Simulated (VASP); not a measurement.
Set up this calculation in VASP 6.6.1, as the native input.

| Property | Result |
| --- | --- |
| Task | relaxation of the atoms |
| Functional | PBE |
| Dispersion | D3(BJ) |
| Potentials or basis | VASP PAW PBE potentials, release 64 (Te, Mo_sv) |
| Cutoff | 520 eV |
| k mesh | 10 × 10 × 3 |
| Occupations | gaussian, width 0.05 eV |
| Spin | no spin polarisation |
| Further INCAR settings | ALGO = Normal; EDIFF = 1e-06; IBRION = 2; EDIFFG = -0.01; NSW = 60 |

The structure of Te2Mo lies in POSCAR:

```
Te2Mo
1.0
    3.5182000000      0.0000000000      0.0000000000
   -1.7591000000      3.0468505800      0.0000000000
    0.0000000000      0.0000000000     13.7500224000
Te Mo
4 2
Direct
    0.3333333300      0.6666666700      0.6189024400
    0.6666666700      0.3333333300      0.1189024400
    0.3333333300      0.6666666700      0.8810975600
    0.6666666700      0.3333333300      0.3810975600
    0.3333333300      0.6666666700      0.2500000000
    0.6666666700      0.3333333300      0.7500000000
```

These files were run (other wordings do the same):

INCAR

```
SYSTEM = Te2Mo
ALGO = Normal ; EDIFF = 1E-6
EDIFFG = -0.01 ; ENCUT = 520
GGA = PE ; IBRION = 2
ISIF = 2 ; ISMEAR = 0
IVDW = 12 ; KPAR = 2
LASPH = .True. ; LCHARG = .False.
LREAL = .False. ; LWAVE = .False.
NELM = 80 ; NSW = 60
PREC = Accurate ; SIGMA = 0.05
```

KPOINTS

```
k-points
0
Gamma
  10 10 3
  0 0 0
```

Potentials or basis: VASP PAW PBE potentials, release 64 (Te, Mo_sv).

Run with:

```console
$ cat potpaw_PBE.64/Te/POTCAR potpaw_PBE.64/Mo_sv/POTCAR > POTCAR
$ mpirun -np 2 vasp_std > vasp.out
```

Results of the run:

| Quantity | Value |
| --- | --- |
| Energy gained by relaxing | 0.4 meV/atom |
| Ionic steps | 3 |
| Pressure after relaxing | -0.9 GPa |
| Band gap on the k mesh | 0.60 eV, indirect (least direct gap 1.13 eV) |
| Dispersion energy per atom | -0.545 eV |

Caveat: spin-orbit coupling is left out, which moves the levels of the heavy elements; an odd mesh through Γ misses points on the zone boundary, where band edges often lie.

Run time: 2.6 min on 2 MPI ranks on AMD EPYC 7R13 Processor (Zen 3) (shared host), peak memory 0.33 GiB a rank.
